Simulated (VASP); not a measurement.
VASP inputs for CdS (strained wurtzite)

INCAR

```
EDIFF = 1E-7
LASPH = .TRUE.
LWAVE = .FALSE.
LREAL = .FALSE.
LCHARG = .FALSE.
GGA = PE
IBRION = -1
NELM = 120
ISMEAR = -1
ENCUT = 520
PREC = Accurate
NSW = 0
ISIF = 2
NBANDS = 26
SIGMA = 0.02
```

KPOINTS

```
KPOINTS created by Atomic Simulation Environment
0
Gamma
12 12 4
0 0 0
```

KPOINTS_OPT

```
special points
6
Reciprocal
0.0000000000 0.0000000000 0.0000000000 1
0.5000000000 0.0000000000 0.0000000000 1
0.3333333333 0.3333333333 0.0000000000 1
0.0000000000 0.0000000000 0.5000000000 1
0.5000000000 0.0000000000 0.5000000000 1
0.3333333333 0.3333333333 0.5000000000 1
```

POSCAR

```
Cd S
 1.0000000000000000
     4.1021322490976937   -0.0000000000288673    0.0000000000000000
    -2.0510661245238464    3.5525507374164311    0.0000000000000000
     0.0000000000000000    0.0000000000000000    6.6645203628000003
 Cd  S
   2   2
Cartesian
  0.0000000000166667  2.3683671582679979 -0.0064187015285742
  2.0510661245571797  1.1841835791195654  3.3258414798714262
  0.0000000000166667  2.3683671582679979  2.5056138375785744
  2.0510661245571797  1.1841835791195654  5.8378740189785736
```

VASP ran with the recommended PBE PAW datasets (36 valence electrons in the cell).

Question: Predict the results.

Answer: gap between bands v and c 1.28 eV; least direct gap 1.28 eV; pressure 4.8 GPa.

Band v is the last that the valence electrons fill when counted band by band, and c is the next. Levels in eV from the top of v:

| point | v−1 | v | c | c+1 |
| --- | --- | --- | --- | --- |
| Γ | 0.00 | 0.00 | 1.28 | 2.82 |
| M | -1.35 | -0.79 | 3.79 | 3.88 |
| K | -1.93 | -1.72 | 4.61 | 5.22 |
| A | -0.41 | -0.41 | 2.91 | 2.91 |
| L | -1.38 | -1.38 | 3.50 | 3.50 |
| H | -1.17 | -1.17 | 4.46 | 4.46 |
